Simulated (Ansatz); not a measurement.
Co:

```xyz
2
Lattice="2.4720 0.0000 0.0000 -1.2360 2.1408 0.0000 0.0000 0.0000 4.0211" Properties=species:S:1:pos:R:3 pbc="T T T"
Co    1.2360    0.7136    3.0159
Co    0.0000    1.4272    1.0053
```

Alike in all runs: program Ansatz 0.2.0; functional PBEsol; potentials or basis Ansatz PAW; cutoff 420 eV (not typed: the program's choice for these potentials); k mesh 12 × 12 × 7; occupations fermi-dirac, width 0.05 eV.

Starts and where they ended:

```tsv
start	free energy over the lowest (meV/atom)	net moment (μB)	site or absolute moments (μB)	gap
collinear spin, antiferromagnetic start of up to 2 μB	0.0	-3.20	Co -1.66	none (metal or under the smearing width)
collinear spin, ferromagnetic start of up to 2 μB	0.0	3.20	Co +1.66	none (metal or under the smearing width)
collinear spin, random start of up to 2.21 μB	0.0	-3.20	Co -1.66	none (metal or under the smearing width)
collinear spin, ferrimagnetic start of up to 2 μB	0.0	3.20	Co +1.66	none (metal or under the smearing width)
no spin polarisation	200.9	-	-	none (metal or under the smearing width)
collinear spin, ferromagnetic start of up to 3.5 μB	0.0	3.20	Co +1.66	none (metal or under the smearing width)
```

Allowing spin polarisation gains 201 meV/atom. A still lower state may exist.

Caveats: the starting moments weren't kept (some runs).
